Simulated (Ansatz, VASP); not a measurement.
# SiC: VASP beside Ansatz

```xyz
2
Lattice="0.0000 2.0293 2.0293 2.0293 0.0000 2.0293 2.0293 2.0293 0.0000" Properties=species:S:1:pos:R:3 pbc="T T T"
Si    0.0000    0.0000    0.0000
C     2.0293    2.0293    2.0293
```

The cell was built by a generator and needn't be a form met in nature.

Alike in both runs: task relaxation of cell and atoms; functional PBE; k mesh 18 × 18 × 18; occupations gaussian, width 0.1 eV; no spin polarisation.

|  | VASP | Ansatz |
| --- | --- | --- |
| version | VASP 6.6.1 | Ansatz 0.2.0 |
| potentials or method | VASP PAW PBE potentials, release 64 (Si, C) | scalar-relativistic, plane waves, PAW |
| plane-wave cutoff (eV) | 600 | 420 |
| valence electrons in the cell | 8 | 8 |

|  | VASP | Ansatz | Ansatz less VASP |
| --- | --- | --- | --- |
| gap on the k mesh at the Fermi level, each at its own relaxed structure (eV) | none | none | - |
| relaxed volume (Å³/atom) | 8.35 | 8.35 | 0.000 |
| relaxed cell length with the largest relative difference (Å) | 2.869 | 2.869 | 0.0000 |

A gap of «none» marks a metal or a gap that the smearing closes.
